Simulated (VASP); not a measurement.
# BN in VASP: notebook

One slab, BN, is run at these levels: PBE+D3(BJ); tasks: relaxation of cell and atoms.

All numbers are computed with VASP 6.6.1; they aren't measurements. Logs are shortened: lines on timing, memory, paths and dates and some standing lists are left out, and cuts for length are marked.

## 1. Starting point

The cell holds a slab with vacuum, 6 atoms: a = 2.498 Å, b = 2.498 Å, c = 24.636 Å, α = 90.00°, β = 90.00°, γ = 120.00°.

## 2. Relaxation of cell and atoms, PBE+D3(BJ)

The input, INCAR:

```
ALGO = Normal
EDIFF = 1E-6
EDIFFG = -0.01
ENCUT = 600
GGA = PE
IBRION = 2
ISIF = 3
ISMEAR = 0
IVDW = 12
KPAR = 4
LASPH = T
LATTICE_CONSTRAINTS = .TRUE. .TRUE. .FALSE.
LCHARG = F
LREAL = F
LWAVE = F
NELM = 80
NSW = 90
PREC = Accurate
SIGMA = 0.03
```

The input, KPOINTS:

```
k-points
0
Gamma
  15 15 1
```

The input, POSCAR:

```
BN
1.0
    2.4982400000      0.0000000000      0.0000000000
   -1.2491200000      2.1635393000      0.0000000000
    0.0000000000      0.0000000000     24.6357000000
B N
3 3
Direct
    0.6666666700      0.3333333300      0.3653234900
    0.3333333300      0.6666666700      0.5000000000
    0.6666666700      0.3333333300      0.6346765100
    0.3333333300      0.6666666700      0.3653234900
    0.6666666700      0.3333333300      0.5000000000
    0.3333333300      0.6666666700      0.6346765100
```

Potentials or basis: VASP PAW PBE potentials, release 64 (B, N).

Started as:

```console
cat potpaw_PBE.64/B/POTCAR potpaw_PBE.64/N/POTCAR > POTCAR
mpirun -np 4 vasp_std > vasp.out
```

OUTCAR:

```text
EDIFF = 1E-6
   EDIFFG = -0.01
   ENCUT = 600
   GGA = PE
   IBRION = 2
   ISIF = 3
   ISMEAR = 0
   IVDW = 12
   LASPH = T
   LREAL = F
   NELM = 80
   NSW = 90
   PREC = Accurate
 IVDW          = 12

 ion  position               nearest neighbor table
   1  0.667  0.333  0.365-   4 1.44   4 1.44   4 1.44
   2  0.333  0.667  0.500-   5 1.44   5 1.44   5 1.44
   3  0.667  0.333  0.635-   6 1.44   6 1.44   6 1.44
   4  0.333  0.667  0.365-   1 1.44   1 1.44   1 1.44
   5  0.667  0.333  0.500-   2 1.44   2 1.44   2 1.44
   6  0.333  0.667  0.635-   3 1.44   3 1.44   3 1.44

  LATTYP: Found a hexagonal cell.
 ALAT       =     2.4982400000
 C/A-ratio  =     9.8612223005

  Lattice vectors:

 A1 = (   2.4982400000,   0.0000000000,   0.0000000000)
 A2 = (  -1.2491200000,   2.1635393000,   0.0000000000)
 A3 = (   0.0000000000,   0.0000000000,  24.6357000000)

Analysis of symmetry for initial positions (statically):
=====================================================================
 Subroutine PRICEL returns:
 Original cell was already a primitive cell.

 Routine SETGRP: Setting up the symmetry group for a
 hexagonal supercell.

 Subroutine GETGRP returns: Found 12 space group operations
 (whereof 12 operations were pure point group operations)
 out of a pool of 24 trial point group operations.

The static configuration has the point symmetry D_3h.

Analysis of symmetry for dynamics (positions and initial velocities):
=====================================================================
 Subroutine PRICEL returns:
 Original cell was already a primitive cell.

 Routine SETGRP: Setting up the symmetry group for a
 hexagonal supercell.

 Subroutine GETGRP returns: Found 12 space group operations
 (whereof 12 operations were pure point group operations)
 out of a pool of 24 trial point group operations.

The dynamic configuration has the point symmetry D_3h.

 Subroutine INISYM returns: Found 12 space group operations
 (whereof 12 operations are pure point group operations),
 and found     1 'primitive' translations

----------------------------------------------------------------------------------------

                                     Primitive cell

  volume of cell :     133.1570

  direct lattice vectors                    reciprocal lattice vectors
     2.498240000  0.000000000  0.000000000     0.400281798  0.231102805  0.000000000
    -1.249120000  2.163539300  0.000000000     0.000000000  0.462205609  0.000000000
     0.000000000  0.000000000 24.635700000     0.000000000  0.000000000  0.040591499

  length of vectors
     2.498240000  2.498239996 24.635700000     0.462205608  0.462205609  0.040591499

  position of ions in fractional coordinates (direct lattice)
     0.666666670  0.333333330  0.365323490
     0.333333330  0.666666670  0.500000000
     0.666666670  0.333333330  0.634676510
     0.333333330  0.666666670  0.365323490
     0.666666670  0.333333330  0.500000000
     0.333333330  0.666666670  0.634676510

  ion indices of the primitive-cell ions
   primitive index   ion index
                 1           1
                 2           2
                 3           3
                 4           4
                 5           5
                 6           6

----------------------------------------------------------------------------------------

 KPOINTS: k-points

Automatic generation of k-mesh.
 Grid dimensions read from file:
 generate k-points for:   15   15    1

 Generating k-lattice:

  Cartesian coordinates                     Fractional coordinates (reciprocal lattice)
     0.026685453  0.015406854  0.000000000     0.066666667  0.000000000  0.000000000
     0.000000000  0.030813707  0.000000000     0.000000000  0.066666667  0.000000000
     0.000000000  0.000000000  0.040591499     0.000000000  0.000000000  1.000000000

  Length of vectors
     0.030813707  0.030813707  0.040591499

  Shift w.r.t. Gamma in fractional coordinates (k-lattice)
     0.000000000  0.000000000  0.000000000

 Subroutine IBZKPT returns following result:
 ===========================================

 Found     27 irreducible k-points:

 Following reciprocal coordinates:
            Coordinates               Weight
  0.000000  0.000000  0.000000      1.000000
  0.066667  0.000000  0.000000      6.000000
  0.133333  0.000000  0.000000      6.000000
  0.200000  0.000000  0.000000      6.000000
  0.266667  0.000000  0.000000      6.000000
  0.333333  0.000000  0.000000      6.000000
[... 16 lines left out ...]
  0.333333  0.200000  0.000000     12.000000
  0.400000  0.200000  0.000000      6.000000
 [... further k-points ...]
   k-points           NKPTS =     27   k-points in BZ     NKDIM =     27   number of bands    NBANDS=     16
   number of dos      NEDOS =    301   number of ions     NIONS =      6
   total plane-waves  NPLWV =  80000
   dimension x,y,z NGX =    20 NGY =   20 NGZ =  200
   dimension x,y,z NGXF=    40 NGYF=   40 NGZF=  400
   ions per type =               3   3
   NGX,Y,Z   is equivalent  to a cutoff of  13.31, 13.31, 13.50 a.u.
   NGXF,Y,Z  is equivalent  to a cutoff of  26.62, 26.62, 26.99 a.u.
 SYSTEM =  unknown system
   PREC   = accura    normal or accurate (medium, high low for compatibility)
   ISTART =      0    job   : 0-new  1-cont  2-samecut
   ICHARG =      2    charge: 1-file 2-atom 10-const
   ISPIN  =      1    spin polarized calculation?
   LNONCOLLINEAR =      F non collinear calculations
   LSORBIT =      F    spin-orbit coupling
   LASPH  =      T    aspherical Exc in radial PAW
   ENCUT  =  600.0 eV  44.10 Ry    6.64 a.u.   4.99  4.99 49.20*2*pi/ulx,y,z
   NELM   =     80;   NELMIN=  2; NELMDL= -5     # of ELM steps
   EDIFF  = 0.1E-05   stopping-criterion for ELM
   LREAL  =      F    real-space projection
   EDIFFG = -.1E-01   stopping-criterion for IOM
   NSW    =     90    number of steps for IOM
   IBRION =      2    ionic relax: 0-MD 1-quasi-New 2-CG
   NFREE  =      1    steps in history (QN), initial steepest desc. (CG)
   ISIF   =      3    stress and relaxation
   ISYM   =      2    0-nonsym 1-usesym 2-fastsym
   POTIM  = 0.5000    time-step for ionic-motion
   TEBEG  =    0.0;   TEEND  =   0.0 temperature during run
   PSTRESS=    0.0 pullay stress
   NELECT =      24.0000    total number of electrons
   NUPDOWN=      -1.0000    fix difference up-down
   EMIN   =  10.00;   EMAX   =-10.00  energy-range for DOS
   EFERMI =   0.00;   METHOD = LEGACY
   ISMEAR =     0;   SIGMA  =   0.03  broadening in eV -4-tet -1-fermi 0-gaus
   EFERMI_NEDOS =   21; number of points for ismear=-14 and -15
   IALGO  =     38    algorithm
   IMIX   =      4    mixing-type and parameters
     AMIX     =   0.40;   BMIX     =  1.00
     AMIX_MAG =   1.60;   BMIX_MAG =  1.00
  volume/ion in A,a.u.               =      22.19       149.76
  Fermi-wavevector in a.u.,A,eV,Ry     =   0.924749  1.747523 11.635173  0.855161
  Thomas-Fermi vector in A             =   2.050529
   LORBIT       =      0    0 simple, 1 ext, 2 COOP (PROOUT), +10 PAW based schemes
   GGA     = PE    functional components
   LHFCALC =     F    Hartree Fock is set to
   AEXX    =    0.0000 exact exchange contribution
   IVDW    =    12    specifies the selected vdW correction
   LEPSILON=     F    determine dielectric tensor
   LRPA    =     F    only Hartree local field effects (RPA)
 conjugate gradient relaxation of ions
 non-spin polarized calculation
 Gauss-broadening in eV      SIGMA  =   0.03
  energy-cutoff  :      600.00
  volume of cell :      133.16
 maximum number of plane-waves:      4511
 NGX is ok and might be reduce to    20
   NGX =  9   NGY =  9   NGZ = 99

--------------------------------------- Ionic step        1  -------------------------------------------

 number of electron      23.9999998 magnetization

 Free energy of the ion-electron system (eV)
  ---------------------------------------------------
  ext. energy  EPLUGINS =         0.00000000
  ---------------------------------------------------
  free energy    TOTEN  =       -52.75336799 eV

  energy without entropy =      -52.75336799  energy(sigma->0) =      -52.75336799

------------------------ aborting loop because EDIFF is reached ----------------------------------------

 Edisp (eV)   -0.70952

 E8    (eV) :    -0.2151

  FORCE on cell =-STRESS in cart. coord.  units (eV):
  Direction    XX          YY          ZZ          XY          YZ          ZX
  --------------------------------------------------------------------------------------
  -------------------------------------------------------------------------------------
  Total       1.32336     1.32336    -0.05211     0.00000    -0.00000     0.00000
  in kB      15.92299    15.92299    -0.62699     0.00000    -0.00000     0.00000
  external pressure =       10.41 kB  Pullay stress =        0.00 kB
[... 157 lines left out ...]
  energy  without entropy=      -53.4676681458  energy(sigma->0) =      -53.46766815

--------------------------------------- Ionic step        5  -------------------------------------------

 number of electron      23.9999998 magnetization

 Free energy of the ion-electron system (eV)
  ---------------------------------------------------
  ext. energy  EPLUGINS =         0.00000000
  ---------------------------------------------------
  free energy    TOTEN  =       -52.76323600 eV

  energy without entropy =      -52.76323600  energy(sigma->0) =      -52.76323600

 E-fermi :  -2.4283     XC(G=0):  -4.4542

 val. band max:       -2.5625042043   @ k =   0.3333   0.3333   0.0000
 cond. band min:       1.8275639872   @ k =   0.4667   0.0667   0.0000
 fundamental gap:      4.3900681915
 Fermi energy:        -2.4283350257

 k-point     1 :       0.0000    0.0000    0.0000
  band No.  band energies     occupation
      1     -20.3199      2.00000
      2     -20.2042      2.00000
      3     -20.1089      2.00000
      4      -8.5143      2.00000
      5      -7.8044      2.00000
      6      -7.0185      2.00000
[... 8 lines left out ...]
     15       3.3405      0.00000
     16       4.1030      0.00000
[... 420 lines left out ...]
  band No.  band energies     occupation
      1     -16.8287      2.00000
      2     -16.7953      2.00000
      3     -16.7835      2.00000
      4     -11.0191      2.00000
      5     -10.9765      2.00000
      6     -10.9535      2.00000
[... 8 lines left out ...]
     15       2.5910      0.00000
     16       9.3224      0.00000

 [... further k-points ...]

------------------------ aborting loop because EDIFF is reached ----------------------------------------

 Edisp (eV)   -0.70445

 E8    (eV) :    -0.2136

  FORCE on cell =-STRESS in cart. coord.  units (eV):
  Direction    XX          YY          ZZ          XY          YZ          ZX
  --------------------------------------------------------------------------------------
  -------------------------------------------------------------------------------------
  Total       0.01921     0.01921    -0.05424     0.00000     0.00000     0.00000
  in kB       0.22953     0.22953    -0.64797     0.00000     0.00000     0.00000
  external pressure =       -0.06 kB  Pullay stress =        0.00 kB
[... 21 lines left out ...]
  FREE ENERGIE OF THE ION-ELECTRON SYSTEM (eV)
  ---------------------------------------------------
  free  energy   TOTEN  =       -53.4676814465 eV

  energy  without entropy=      -53.4676814465  energy(sigma->0) =      -53.46768145

 reached required accuracy - stopping structural energy minimisation
```

It took 59 s on 4 MPI ranks of Intel Xeon Platinum 8488C (Sapphire Rapids), shared host; peak memory 0.31 GiB.

Results:

```yaml
Free_energy: -53.4677 eV
Relaxed_volume: 22.35 Å³/atom
Relaxed_cell: a = 2.507 Å, b = 2.507 Å, c = 24.636 Å, α = 90.00°, β = 90.00°, γ = 120.00°
Space_group_after_relaxing_to_0.05_Å: P-6m2 (No. 187)
Energy_gained_by_relaxing: 0.8 meV/atom
Ionic_steps: 5
Largest_force_after_relaxing: 0.005 eV/Å
Band_gap_on_the_k_mesh: 4.39 eV, indirect (least direct gap 4.65 eV)
Dispersion_energy_per_atom: -0.117 eV
```

Forces on the atoms (eV/Å):
```
B    0.000  0.000 -0.005
B    0.000  0.000  0.000
B    0.000  0.000  0.005
N    0.000  0.000 -0.002
N    0.000  0.000  0.000
N    0.000  0.000  0.002
```

Step by step:
```
step  energy change (eV)  largest force (eV/Å)  pressure (GPa)  volume (Å³)
   1              0.0000                0.0270            1.04       133.16
   2              0.0127                0.0118           -1.98       136.01
   3             -0.0048                0.0162           -0.03       134.13
   4             -0.0048                0.0164           -0.01       134.11
   5             -0.0048                0.0051           -0.01       134.11
```

Final structure:
```xyz
6
Lattice="2.5071 0.0000 0.0000 -1.2536 2.1712 0.0000 0.0000 0.0000 24.6357" Properties=species:S:1:pos:R:3 pbc="T T T"
B     1.2536    0.7237    9.0008
B     0.0000    1.4475   12.3178
B     1.2536    0.7237   15.6349
N     0.0000    1.4475    8.9989
N     1.2536    0.7237   12.3178
N     0.0000    1.4475   15.6368
```

Levels at points of the mesh, in eV from the valence-band top:
```csv
k point,band 9,band 10,band 11,band 12,band 13,band 14,band 15,band 16
"(0.00, 0.00, 0.00)",-1.33,-1.33,-1.32,-1.32,4.87,5.15,5.90,6.67
```

PBE gaps usually lie below the measured ones, often by a third to a half. Zero-point motion and thermal expansion aren't in these numbers.

## 3. Relaxation of cell and atoms, PBE+D3(BJ)

This run uses another cell than the first one, of 22.35 Å³/atom, 1.007 times its volume.

Edit INCAR of step 2 so:

```diff
@@ -1,4 +1,4 @@
 ALGO = Normal
-EDIFF = 1E-6
-EDIFFG = -0.01
+EDIFF = 1E-7
+EDIFFG = -0.005
 ENCUT = 600
```

KPOINTS is that of step 2.

The input, POSCAR:

```
BN                                      
1.0
    2.5071293279      0.0000000000      0.0000000000
   -1.2535646639      2.1712376837      0.0000000000
    0.0000000000      0.0000000000     24.6357000000
  B               N             
     3     3
Direct
     0.6666666699999979    0.3333333300000021    0.3653541483010501
     0.3333333300000021    0.6666666699999979    0.5000000000000000
     0.6666666699999979    0.3333333300000021    0.6346458516989499
     0.3333333300000021    0.6666666699999979    0.3652783435944567
     0.6666666699999979    0.3333333300000021    0.5000000000000000
     0.3333333300000021    0.6666666699999979    0.6347216564055432
```

Potentials or basis: VASP PAW PBE potentials, release 64 (B, N).

Started as:

```console
cat potpaw_PBE.64/B/POTCAR potpaw_PBE.64/N/POTCAR > POTCAR
mpirun -np 4 vasp_std > vasp.out
```

Run time: 37 s. Hardware: 4 MPI ranks of Intel Xeon Platinum 8488C (Sapphire Rapids), shared host; peak memory 0.31 GiB.

Results (log left out):

| Item | Value |
| --- | --- |
| Free energy | -53.4686 eV |
| Relaxed volume | 22.35 Å³/atom |
| Relaxed cell | a = 2.507 Å, b = 2.507 Å, c = 24.636 Å, α = 90.00°, β = 90.00°, γ = 120.00° |
| Space group after relaxing (to 0.05 Å) | P-6m2 (No. 187) |
| Energy gained by relaxing | 0.0 meV/atom |
| Ionic steps | 3 |
| Largest force after relaxing | 0.004 eV/Å |
| Band gap on the k mesh | 4.39 eV, indirect (least direct gap 4.65 eV) |
| Dispersion energy per atom | -0.117 eV |

Forces in eV/Å, atoms in the order of the input:
```
B    0.000  0.000 -0.004
B    0.000  0.000  0.000
B    0.000  0.000  0.004
N    0.000  0.000 -0.002
N    0.000  0.000  0.000
N    0.000  0.000  0.002
```

Final structure:
```cif
data_structure
_symmetry_space_group_name_H-M 'P 1'
_symmetry_Int_Tables_number 1
_cell_length_a 2.5073
_cell_length_b 2.5073
_cell_length_c 24.6357
_cell_angle_alpha 90.000
_cell_angle_beta 90.000
_cell_angle_gamma 120.000
_cell_volume 134.12
loop_
_atom_site_label
_atom_site_type_symbol
_atom_site_fract_x
_atom_site_fract_y
_atom_site_fract_z
_atom_site_occupancy
B1 B 0.66667 0.33333 0.36535 1
B2 B 0.33333 0.66667 0.50000 1
B3 B 0.66667 0.33333 0.63465 1
N1 N 0.33333 0.66667 0.36528 1
N2 N 0.66667 0.33333 0.50000 1
N3 N 0.33333 0.66667 0.63472 1
```

Levels at points of the mesh, in eV from the valence-band top:
```csv
k point,band 8,band 9,band 10,band 11,band 12,band 13,band 14,band 15,band 16
"(0.00, 0.00, 0.00)",-1.36,-1.33,-1.33,-1.32,-1.32,4.88,5.15,6.00,6.69
```
